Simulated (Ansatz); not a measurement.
Crystal: WS2 (Tungstenite).

```
W S
1.0
     3.18000    0.00000    0.00000
    -1.59000    2.75396    0.00000
     0.00000    0.00000   12.50000
W S
2 4
Direct
  0.66667 0.33333 0.75000
  0.33333 0.66667 0.25000
  0.66667 0.33333 0.37500
  0.33333 0.66667 0.87500
  0.66667 0.33333 0.12500
  0.33333 0.66667 0.62500
```

Base run:

- Program: Ansatz 0.2.0
- Functional: PBE
- Potentials or basis: Ansatz PAW
- Cutoff: 420 eV (not typed: the program's choice for these potentials)
- k mesh: 10 × 10 × 3
- Occupations: fermi-dirac, width 0.05 eV
- Spin: no spin polarisation
- Hubbard terms: W d U = 3 eV

Its results: band gap on the k mesh 1.20 eV, indirect (least direct gap 1.96 eV); pressure 2.5 GPa; largest force 0.145 eV/Å.

Q: The run is repeated on the same cell with these changes: hubbard terms from W d U = 3 eV to none; hubbard projectors from ortho-atomic (the default) to none. What comes out?

A: Band gap on the k mesh 1.12 eV, indirect (least direct gap 2.09 eV); pressure 2.3 GPa; largest force 0.129 eV/Å.

The U term pushes filled and empty states of the shell apart.

Caveats: the k mesh misses the band edges, so the gap on the mesh is wider than the one along the path; spin-orbit coupling is left out, which moves the levels of the heavy elements; this functional lacks dispersion, which binds the layers, so the pressure and a relaxed spacing across them are unreliable.
